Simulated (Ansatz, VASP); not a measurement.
# One calculation of Ni, two programs

```
Ni
1.0
     0.00000    2.50964    2.50964
     2.50964    0.00000    2.50964
     2.50964    2.50964    0.00000
Ni
2
Direct
  0.12500 0.12500 0.12500
  0.87500 0.87500 0.87500
```

Alike in both runs: task single point; functional RPBE; k mesh 12 × 12 × 12; occupations fermi-dirac, width 0.1 eV; no spin polarisation.

```csv
,VASP,Ansatz
version,VASP 6.6.1,Ansatz 0.2.0
potentials or method,"VASP PAW PBE potentials, release 64 (Ni)","plane waves (420 eV) with PAW, scalar-relativistic"
plane-wave cutoff (eV),520,420
valence electrons in the cell,20,36
```

```tsv
	VASP	Ansatz	Ansatz less VASP
pressure (GPa)	8.1	8.1	+0.05
```

The two sets of potentials don't hold the same shells in valence.

Caveats: the PAW data sets were made with another functional, which shifts forces and pressure a little (VASP); the run has no spin polarisation, though such a crystal can be magnetic. Spin polarisation is off, so any magnetic state and its effect on volume and gap are missing.
